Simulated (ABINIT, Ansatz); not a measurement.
# Quasiparticle gap of NaI (Fm-3m) in ABINIT, part 2 of 3

Aim: the G0W0 gap of NaI (Fm-3m) on PBE, step by step.

ABINIT 10.8.3; PBE and many-body steps on it, plane waves. Known limits of the many-body steps: not at the basis limit; no spin-orbit coupling.

So far. Step 2 (Ground state): The gap is direct, at Γ.

### Step 3. Bands along the symmetry lines

Level of this step: DFT, PBE, plane waves, norm-conserving pseudopotentials (ABINIT).

Levels along a band path, at the cheap level, show where the edges lie and whether the meshes to come will hold them.

File run.abi:

```
acell 3*1.0 Angstrom
rprim 
  0.000000000000 3.236400000000 3.236400000000
  3.236400000000 -0.000000000000 3.236400000000
  3.236400000000 3.236400000000 -0.000000000000
ntypat 2
znucl 11 53
natom 2
typat 1 2
xred 
  0.000000000000 0.000000000000 0.000000000000
  0.500000000000 0.500000000000 0.500000000000
pp_dirpath "pseudos"
pseudos "Na.upf, I.upf"
ecut 38
iscf -2
irdden 1
kptopt 0
nkpt 50
kpt 
  0.00000000 0.00000000 0.00000000
  0.06250000 0.00000000 0.06250000
  0.12500000 0.00000000 0.12500000
  0.18750000 0.00000000 0.18750000
  0.25000000 0.00000000 0.25000000
  0.31250000 0.00000000 0.31250000
  0.37500000 0.00000000 0.37500000
  0.43750000 0.00000000 0.43750000
  0.50000000 0.00000000 0.50000000
  0.51562500 0.03125000 0.51562500
  0.53125000 0.06250000 0.53125000
  0.54687500 0.09375000 0.54687500
  0.56250000 0.12500000 0.56250000
  0.57812500 0.15625000 0.57812500
  0.59375000 0.18750000 0.59375000
  0.60937500 0.21875000 0.60937500
  0.62500000 0.25000000 0.62500000
  0.37500000 0.37500000 0.75000000
  0.32812500 0.32812500 0.65625000
  0.28125000 0.28125000 0.56250000
  0.23437500 0.23437500 0.46875000
  0.18750000 0.18750000 0.37500000
  0.14062500 0.14062500 0.28125000
  0.09375000 0.09375000 0.18750000
  0.04687500 0.04687500 0.09375000
  0.00000000 0.00000000 0.00000000
  0.06250000 0.06250000 0.06250000
  0.12500000 0.12500000 0.12500000
  0.18750000 0.18750000 0.18750000
  0.25000000 0.25000000 0.25000000
  0.31250000 0.31250000 0.31250000
  0.37500000 0.37500000 0.37500000
  0.43750000 0.43750000 0.43750000
  0.50000000 0.50000000 0.50000000
  0.50000000 0.46875000 0.53125000
  0.50000000 0.43750000 0.56250000
  0.50000000 0.40625000 0.59375000
  0.50000000 0.37500000 0.62500000
  0.50000000 0.34375000 0.65625000
  0.50000000 0.31250000 0.68750000
  0.50000000 0.28125000 0.71875000
  0.50000000 0.25000000 0.75000000
  0.50000000 0.21875000 0.71875000
  0.50000000 0.18750000 0.68750000
  0.50000000 0.15625000 0.65625000
  0.50000000 0.12500000 0.62500000
  0.50000000 0.09375000 0.59375000
  0.50000000 0.06250000 0.56250000
  0.50000000 0.03125000 0.53125000
  0.50000000 0.00000000 0.50000000
istwfk *1
nband 15
nbdbuf 2
tolwfr 1e-08
nstep 40
prtwf 0
prtvol 0
indata_prefix "in"
outdata_prefix "out"
tmpdata_prefix "tmp"
```

Run with:

```
$ OMP_NUM_THREADS=1 mpirun -n 4 abinit run.abi > log
```

Numbers of over 12 decimals in the logs are rounded to 6 here.

Log:

```text
.Version 10.8.3 of ABINIT. v10.8.2 released Aug 2026.

 Symmetries : space group Fm -3 m (#225); Bravais cF (face-center cubic)
[... echo of the input left out ...]
== DATASET  1 ==================================================================
-   mpi_nproc: 4, omp_nthreads: 1 (-1 if OMP is not activated)

--- !DatasetInfo
iteration_state: {dtset: 1, }
dimensions: {natom: 2, nkpt: 50, mband: 15, nsppol: 1, nspinor: 1, nspden: 1, mpw: 5142, }
cutoff_energies: {ecut:  38.0, pawecutdg:  -1.0, }
electrons: {nelect:   1.60000000E+01, charge:   0.00000000E+00, occopt:   1.00000000E+00, tsmear:   1.00000000E-02, }

 Real(R)+Recip(G) space primitive vectors, cartesian coordinates (Bohr,Bohr^-1):
 R(1)=  0.0000000  6.1159096  6.1159096  G(1)= -0.0817540  0.0817540  0.0817540
 R(2)=  6.1159096  0.0000000  6.1159096  G(2)=  0.0817540 -0.0817540  0.0817540
 R(3)=  6.1159096  6.1159096  0.0000000  G(3)=  0.0817540  0.0817540 -0.0817540
 Unit cell volume ucvol=  4.5752326E+02 bohr^3
 Angles (23,13,12)=  6.00000000E+01  6.00000000E+01  6.00000000E+01 degrees

 getcut: wavevector=  0.0000  0.0000  0.0000  ngfft=  50  50  50
         ecut(hartree)=     38.000   => boxcut(ratio)=   2.08406

--- Pseudopotential description ------------------------------------------------
- Na Generated using ONCVPSP code by D. R. Hamann
- 11.00000   9.00000  171031                  znucl, zion, pspdat
12 -101130 1 -1 1992                          pspcod,pspxc,lmax,lloc,mmax
     nproj     2     2     0
  pspatm : epsatm=    9.36084378
         --- l  ekb(1:nproj) -->
             0    2.667291   -0.676599
             1   -6.743718   -2.407365
 pspatm: atomic psp has been read  and splines computed

- I Generated using ONCVPSP code by D. R. Hamann
- 53.00000   7.00000  171031                  znucl, zion, pspdat
12 -101130 2 -1 1196                          pspcod,pspxc,lmax,lloc,mmax
     nproj     2     2     2
  pspatm : epsatm=   19.17056757
         --- l  ekb(1:nproj) -->
             0    5.955518    0.916455
[...]
pspatm: atomic psp has been read  and splines computed

--------------------------------------------------------------------------------

================================================================================
 prteigrs : about to open file out_EIG
 Non-SCF case, kpt    1 (  0.00000  0.00000  0.00000), residuals and eigenvalues=
  2.33E-09  1.48E-09  2.53E-09  6.10E-09  9.21E-10  7.43E-10  4.03E-09  6.45E-09
  4.98E-09  2.75E-09  2.88E-09  3.05E-09  7.98E-09  4.77E-08  3.42E-08
 -1.8534E+00 -8.2153E-01 -8.2153E-01 -8.2153E-01 -4.0100E-01  3.9379E-03
  3.9379E-03  3.9379E-03  1.3768E-01  2.9667E-01  2.9667E-01  2.9667E-01
[...]
Non-SCF case, kpt    2 (  0.06250  0.00000  0.06250), residuals and eigenvalues=
  6.72E-09  5.62E-09  1.21E-09  1.90E-09  1.78E-09  1.77E-09  6.32E-10  5.44E-09
[...]
3.40E-09  1.00E-09  3.82E-09  8.42E-09  2.05E-09  9.41E-09  2.51E-09  8.74E-09
  7.20E-10  3.91E-09  1.81E-09  7.15E-09  4.31E-09  5.42E-09  3.63E-04
[...]
Non-SCF case, kpt   49 (  0.50000  0.03125  0.53125), residuals and eigenvalues=
[...]
Non-SCF case, kpt   50 (  0.50000  0.00000  0.50000), residuals and eigenvalues=
[...]
-1.8534E+00 -8.2168E-01 -8.2159E-01 -8.2159E-01 -3.8669E-01 -6.5920E-02
 -2.3368E-02 -2.3368E-02  1.6920E-01  2.0857E-01  3.6696E-01  4.2148E-01
[...]
--- !ResultsGS
iteration_state: {dtset: 1, }
comment   : Summary of ground state results
lattice_vectors:
- [  0.0000000,   6.1159096,   6.1159096, ]
- [  6.1159096,  -0.0000000,   6.1159096, ]
- [  6.1159096,   6.1159096,  -0.0000000, ]
lattice_lengths: [   8.64920,    8.64920,    8.64920, ]
lattice_angles: [ 60.000,  60.000,  60.000, ] # degrees, (23, 13, 12)
lattice_volume:   4.5752326E+02
convergence: {deltae:  0.000E+00, res2:  0.000E+00, residm:  9.994E-09, diffor:  0.000E+00, }
etotal    :  -5.87453014E+01
entropy   :   0.00000000E+00
fermie    :   3.93791755E-03
cartesian_stress_tensor: null
pressure_GPa: null
xred      :
- [  0.0000E+00,   0.0000E+00,   0.0000E+00, Na]
- [  5.0000E-01,   5.0000E-01,   5.0000E-01,  I]
cartesian_forces: null
force_length_stats: {min: null, max: null, mean: null, }

 Integrated electronic density in atomic spheres:
 ------------------------------------------------
 Atom  Sphere_radius  Integrated_density
[...]
================================================================================

 ----iterations are completed or convergence reached----

 Mean square residual over all n,k,spin=   41.929E-10; max=  99.939E-10
 reduced coordinates (array xred) for    2 atoms
       0.000000000000      0.000000000000      0.000000000000
       0.500000000000      0.500000000000      0.500000000000

 cartesian coordinates (angstrom) at end:
    1      0.000000     0.000000     0.000000
    2      3.236400     3.236400     3.236400
 length scales=  1.889726125908  1.889726125908  1.889726125908 bohr
              =  1.000000000000  1.000000000000  1.000000000000 angstroms
 prteigrs : about to open file out_EIG
 Eigenvalues (hartree) for nkpt=  50  k points:
 kpt#   1, nband= 15, wtk=  1.00000, kpt=  0.0000  0.0000  0.0000 (reduced coord)
[...]
kpt#   2, nband= 15, wtk=  1.00000, kpt=  0.0625  0.0000  0.0625 (reduced coord)
[...]
kpt#   3, nband= 15, wtk=  1.00000, kpt=  0.1250  0.0000  0.1250 (reduced coord)
[...]
kpt#  49, nband= 15, wtk=  1.00000, kpt=  0.5000  0.0313  0.5313 (reduced coord)
  -1.85343   -0.82168   -0.82159   -0.82159   -0.38667   -0.06561   -0.02393   -0.02365
   0.17051    0.20991    0.36492    0.40718    0.42189    0.44584    0.49704
 kpt#  50, nband= 15, wtk=  1.00000, kpt=  0.5000  0.0000  0.5000 (reduced coord)
  -1.85343   -0.82168   -0.82159   -0.82159   -0.38669   -0.06592   -0.02337   -0.02337
   0.16920    0.20857    0.36696    0.42148    0.42148    0.43439    0.49751

== END DATASET(S) ==============================================================
================================================================================

 -outvars: echo values of variables after computation  --------
            nband          15
             nkpt          50
          spgroup         225
 [... the other variables as echoed above ...]

 Calculation completed.
```

Wall time 14 s (4 MPI ranks of Arm Neoverse V1, shared host); peak memory 0.33 GiB.

Numbers from this step:

```
gap                        : 3.639 eV
k of the valence top       : 0, 0, 0
k of the conduction bottom : 0, 0, 0
least direct gap           : 3.639 eV
```

The gap is 3.639 eV, as in the run before at this level.

Electronic bands along the path, in eV, zero at the top of the highest filled band; v1 is the highest filled band, c1 the lowest empty one:

```tsv
point	v4	v3	v2	v1	c1	c2	c3	c4
Γ	-11.02	0.00	0.00	0.00	3.64	7.97	7.97	7.97
halfway	-10.82	-1.22	-0.40	-0.40	5.28	6.37	7.60	9.26
X	-10.63	-1.90	-0.74	-0.74	4.50	5.57	9.88	11.36
halfway	-10.63	-1.83	-0.94	-0.70	4.74	5.87	9.49	10.26
U	-10.63	-1.64	-1.34	-0.60	5.22	6.70	8.71	9.26
jump to K	-10.63	-1.64	-1.34	-0.60	5.22	6.70	8.71	9.26
halfway	-10.81	-1.41	-0.59	-0.15	5.64	7.15	7.40	8.20
Γ	-11.02	0.00	0.00	0.00	3.64	7.97	7.97	7.97
halfway	-10.87	-1.29	-0.15	-0.15	4.93	7.52	8.00	8.00
L	-10.71	-2.18	-0.28	-0.28	5.10	7.47	7.47	8.75
halfway	-10.66	-1.90	-0.91	-0.48	6.14	6.31	8.29	8.30
W	-10.62	-1.41	-1.41	-0.93	5.83	7.50	7.50	7.94
halfway	-10.63	-1.77	-0.96	-0.84	5.02	6.12	9.09	9.32
X	-10.63	-1.90	-0.74	-0.74	4.50	5.57	9.88	11.36
```

The electronic bands as a text plot (rows in eV, shown from -8.0 to 8.5 only):

```
    8.2 |+++++  ++         +++++++++++++++++++++     ++++++++
    7.5 | +++ ++           +++++++++++   ++++++++++++   +++
    6.8 |    +           ++ ++++                    ++ ++  ++
    6.1 |     +++++    ++   ++++                     ++++++  ++
    5.4 |     ++++ ++++  +++    +            ++++++++      ++  ++
    4.7 |    +    +++++++        ++++      ++                ++++
    4.0 | +++                        +  +++
    3.3 |+                            ++
    2.7 |
    2.0 |
    1.3 |
    0.6 |
   -0.1 |*******            **************************
   -0.8 |  ***  ************  *******    ***        *************
   -1.5 |     *****     *********           ***        *******
   -2.2 |          *****                       ********       ***
   -2.8 |
   -3.5 |
   -4.2 |
   -4.9 |
   -5.6 |
   -6.3 |
   -7.0 |
   -7.7 |
         Γ           X  U|K            Γ         L        W     X
```

### Step 4. Empty states on the mesh, 4×4×4 mesh, 58 bands

The sums over transitions need many empty states on a uniform mesh; this step solves for them.

File run.abi:

```
acell 3*1.0 Angstrom
rprim 
  0.000000000000 3.236400000000 3.236400000000
  3.236400000000 -0.000000000000 3.236400000000
  3.236400000000 3.236400000000 -0.000000000000
ntypat 2
znucl 11 53
natom 2
typat 1 2
xred 
  0.000000000000 0.000000000000 0.000000000000
  0.500000000000 0.500000000000 0.500000000000
pp_dirpath "pseudos"
pseudos "Na.upf, I.upf"
ecut 38
ngkpt 4 4 4
nshiftk 1
shiftk 0 0 0
kptopt 1
chksymbreak 0
iscf -2
irdden 1
istwfk *1
nband 58
nbdbuf 4
tolwfr 1e-09
nstep 60
prtvol 0
indata_prefix "in"
outdata_prefix "out"
tmpdata_prefix "tmp"
```

Log:

```text
.Version 10.8.3 of ABINIT. v10.8.2 released Aug 2026.

 Symmetries : space group Fm -3 m (#225); Bravais cF (face-center cubic)
[... echo of the input left out ...]
== DATASET  1 ==================================================================
-   mpi_nproc: 4, omp_nthreads: 1 (-1 if OMP is not activated)

--- !DatasetInfo
iteration_state: {dtset: 1, }
dimensions: {natom: 2, nkpt: 8, mband: 58, nsppol: 1, nspinor: 1, nspden: 1, mpw: 5124, }
cutoff_energies: {ecut:  38.0, pawecutdg:  -1.0, }
electrons: {nelect:   1.60000000E+01, charge:   0.00000000E+00, occopt:   1.00000000E+00, tsmear:   1.00000000E-02, }

 Real(R)+Recip(G) space primitive vectors, cartesian coordinates (Bohr,Bohr^-1):
 R(1)=  0.0000000  6.1159096  6.1159096  G(1)= -0.0817540  0.0817540  0.0817540
 R(2)=  6.1159096  0.0000000  6.1159096  G(2)=  0.0817540 -0.0817540  0.0817540
 R(3)=  6.1159096  6.1159096  0.0000000  G(3)=  0.0817540  0.0817540 -0.0817540
 Unit cell volume ucvol=  4.5752326E+02 bohr^3
 Angles (23,13,12)=  6.00000000E+01  6.00000000E+01  6.00000000E+01 degrees

 getcut: wavevector=  0.0000  0.0000  0.0000  ngfft=  50  50  50
         ecut(hartree)=     38.000   => boxcut(ratio)=   2.08406

--- Pseudopotential description ------------------------------------------------
- Na Generated using ONCVPSP code by D. R. Hamann
- 11.00000   9.00000  171031                  znucl, zion, pspdat
12 -101130 1 -1 1992                          pspcod,pspxc,lmax,lloc,mmax
     nproj     2     2     0
  pspatm : epsatm=    9.36084378
         --- l  ekb(1:nproj) -->
             0    2.667291   -0.676599
             1   -6.743718   -2.407365
 pspatm: atomic psp has been read  and splines computed

- I Generated using ONCVPSP code by D. R. Hamann
- 53.00000   7.00000  171031                  znucl, zion, pspdat
12 -101130 2 -1 1196                          pspcod,pspxc,lmax,lloc,mmax
     nproj     2     2     2
  pspatm : epsatm=   19.17056757
         --- l  ekb(1:nproj) -->
             0    5.955518    0.916455
[...]
pspatm: atomic psp has been read  and splines computed

--------------------------------------------------------------------------------

================================================================================
 prteigrs : about to open file out_EIG
 Non-SCF case, kpt    1 (  0.00000  0.00000  0.00000), residuals and eigenvalues=
  5.47E-10  9.47E-11  9.14E-11  1.01E-10  7.55E-11  2.52E-11  3.89E-11  3.44E-10
  1.17E-10  1.08E-10  2.47E-10  6.58E-10  6.56E-11  1.98E-10  8.29E-10  3.80E-10
  5.70E-10  7.39E-10  1.51E-10  1.37E-10  5.63E-10  6.17E-10  2.20E-10  3.93E-10
[...]
1.00E-08  3.44E-08
 -1.8534E+00 -8.2153E-01 -8.2153E-01 -8.2153E-01 -4.0100E-01  3.9379E-03
  3.9379E-03  3.9379E-03  1.3768E-01  2.9667E-01  2.9667E-01  2.9667E-01
  3.6509E-01  3.6509E-01  3.9121E-01  4.3160E-01  4.3160E-01  4.3160E-01
[...]
1.2762E+00  1.3092E+00  1.3092E+00  1.3092E+00  1.3118E+00  1.3118E+00
  1.3118E+00  1.3663E+00  1.3663E+00  1.3663E+00  1.4289E+00  1.4289E+00
  1.4465E+00  1.4465E+00  1.4465E+00  1.4572E+00
 prteigrs : prtvol=0 or 1, do not print more k-points.

--- !ResultsGS
iteration_state: {dtset: 1, }
comment   : Summary of ground state results
lattice_vectors:
- [  0.0000000,   6.1159096,   6.1159096, ]
- [  6.1159096,  -0.0000000,   6.1159096, ]
- [  6.1159096,   6.1159096,  -0.0000000, ]
lattice_lengths: [   8.64920,    8.64920,    8.64920, ]
lattice_angles: [ 60.000,  60.000,  60.000, ] # degrees, (23, 13, 12)
lattice_volume:   4.5752326E+02
convergence: {deltae:  0.000E+00, res2:  0.000E+00, residm:  1.000E-09, diffor:  0.000E+00, }
etotal    :  -5.87453014E+01
entropy   :   0.00000000E+00
fermie    :   3.93791755E-03
cartesian_stress_tensor: null
pressure_GPa: null
xred      :
- [  0.0000E+00,   0.0000E+00,   0.0000E+00, Na]
- [  5.0000E-01,   5.0000E-01,   5.0000E-01,  I]
cartesian_forces: null
force_length_stats: {min: null, max: null, mean: null, }

 Integrated electronic density in atomic spheres:
 ------------------------------------------------
 Atom  Sphere_radius  Integrated_density
[...]
================================================================================

 ----iterations are completed or convergence reached----

 Mean square residual over all n,k,spin=   39.324E-11; max=  99.997E-11
 reduced coordinates (array xred) for    2 atoms
       0.000000000000      0.000000000000      0.000000000000
       0.500000000000      0.500000000000      0.500000000000

 cartesian coordinates (angstrom) at end:
    1      0.000000     0.000000     0.000000
    2      3.236400     3.236400     3.236400
 length scales=  1.889726125908  1.889726125908  1.889726125908 bohr
              =  1.000000000000  1.000000000000  1.000000000000 angstroms
 prteigrs : about to open file out_EIG
 Eigenvalues (hartree) for nkpt=   8  k points:
 kpt#   1, nband= 58, wtk=  0.01563, kpt=  0.0000  0.0000  0.0000 (reduced coord)
[...]
1.27619    1.27619    1.27619    1.30917    1.30917    1.30917    1.31176    1.31176
   1.31176    1.36630    1.36630    1.36630    1.42893    1.42893    1.44655    1.44655
   1.44655    1.45720
 prteigrs : prtvol=0 or 1, do not print more k-points.

== END DATASET(S) ==============================================================
================================================================================

 -outvars: echo values of variables after computation  --------
            nband          58
             nkpt           8
          spgroup         225
 [... the other variables as echoed above ...]

 Calculation completed.
```

Elapsed: 16 s, on 4 MPI ranks; peak memory 0.31 GiB; 62 s of CPU time.

This step gave:

```yaml
gap: 3.639 eV
k_of_the_valence_top: 0, 0, 0
k_of_the_conduction_bottom: 0, 0, 0
least_direct_gap: 3.639 eV
k_points_computed: 8
lowest_point_of_the_top_converged_band_above_the_valence_top: 38.78 eV
```

On this mesh the gap is 3.639 eV.

### Step 5. Screening, 4×4×4 mesh, 54 bands, screening to 98 eV

The RPA dielectric matrix is built and inverted for each q.

This step: RPA screening on PBE, plane waves, norm-conserving pseudopotentials.

run.abi, as its differences from that of step 4:

```diff
@@ -20,10 +20,11 @@
 chksymbreak 0
-iscf -2
-irdden 1
 istwfk *1
-nband 58
-nbdbuf 4
-tolwfr 1e-09
-nstep 60
-prtvol 0
+occopt 1
+irdwfk 1
+optdriver 3
+nband 54
+ecuteps 3.6
+inclvkb 2
+awtr 1
+symchi 1
 indata_prefix "in"
```

Log:

```text
.Version 10.8.3 of ABINIT. v10.8.2 released Aug 2026.

 Symmetries : space group Fm -3 m (#225); Bravais cF (face-center cubic)
[... echo of the input left out ...]
== DATASET  1 ==================================================================
-   mpi_nproc: 4, omp_nthreads: 1 (-1 if OMP is not activated)

--- !DatasetInfo
iteration_state: {dtset: 1, }
dimensions: {natom: 2, nkpt: 8, mband: 54, nsppol: 1, nspinor: 1, nspden: 1, mpw: 5124, }
cutoff_energies: {ecut:  38.0, pawecutdg:  -1.0, }
electrons: {nelect:   1.60000000E+01, charge:   0.00000000E+00, occopt:   1.00000000E+00, tsmear:   1.00000000E-02, }

 SCREENING: Calculation of the susceptibility and dielectric matrices

 Based on a program developped by R.W. Godby, V. Olevano, G. Onida, and L. Reining.
 Incorporated in ABINIT by V. Olevano, G.-M. Rignanese, and M. Torrent.
.Using double precision arithmetic ; gwpc =  8

[... cell and pseudopotentials left out ...]
--------------------------------------------------------------------------------

 ==== K-mesh for the wavefunctions ====
 Number of points in the irreducible wedge :     8
[... list of points left out ...]
 Together with 48 symmetry operations and time-reversal symmetry
 yields    64 points in the full Brillouin Zone.

 ==== Q-mesh for the screening function ====
 Number of points in the irreducible wedge :     8
[... list of points left out ...]
 Together with 48 symmetry operations and time-reversal symmetry
 yields    64 points in the full Brillouin Zone.

 setmesh: FFT mesh size selected  =    32x   32x   32
          total number of points  =        32768

 vcoul_init : cutoff-mode = AUXILIARY_FUNCTION
 q-points for optical limit:   1
     1)      0.000010    0.000020    0.000030

- screening: taking advantage of time-reversal symmetry
- Maximum band index for partially occupied states nbvw = 8
- Remaining bands to be divided among processors   nbcw = 46
- Number of bands treated by each node ~11

 Number of electrons calculated from density =   16.0000; Expected =   16.0000
 average of density, n =  0.034971
 r_s =    1.8970
 omega_plasma =   18.0389 [eV]

 calculating chi0 at frequencies [eV] :
  1    0.000000E+00    0.000000E+00
  2    0.000000E+00    1.803886E+01

--------------------------------------------------------------------------------
  q-point number  1        q = ( 0.000000, 0.000000, 0.000000) [r.l.u.]
--------------------------------------------------------------------------------
[... chi0 elements left out ...]
 For q-point:  0.000010 0.000020 0.000030
  dielectric constant =   3.2290
  dielectric constant without local fields =   3.9287

  Average fulfillment of the sum rule on Im[epsilon] for q-point    1 :     51.19  [%]
[... wings left out ...]
  q-point number  2        q = ( 0.250000, 0.000000, 0.000000) [r.l.u.]
--------------------------------------------------------------------------------
[... chi0 elements left out ...]
  Average fulfillment of the sum rule on Im[epsilon] for q-point    2 :     63.55  [%]

 [... 6 further q-points ...]
```

The job ended after 10 s (4 MPI ranks; peak memory 0.76 GiB; 41 s of CPU time).

This step gave:

```yaml
eps_infinity_with_local_fields_on_this_mesh_along_the_program_s_q_direction: 3.229
the_same_without_local_fields: 3.929
plasma_frequency: 18.04 eV
plane_waves_in_the_screening_matrix: 169
```

Local fields lower ε∞ by 18 %.

(Continued in part 3 of 3.)

[Paths, hosts, dates, memory and timing lines, banners, echoed tables and standing remarks are left out of the program output.]

[Logs are printed without paths, hosts, clocks, repeated set-up lines and the standing remarks that a program may print on its own settings, such as how far it seeks lower states.]

[Runs of the session that timed out or met a known fault of the program may be left out.]

[Hosts, paths, dates, database ids (printed as entryN), source tags and the programs' standing remarks are cut or masked in the printed files.]

[G0W0 gaps are taken among the corrected bands and points alone; a level outside them can change the order at an edge.]

[Where Ansatz stands beside ABINIT at settings called matched, ABINIT's density can come from a denser mesh and the files from another edition; pairs whose starting gaps differed by over 0.03 eV were left out, so agreement reads better than it is.]
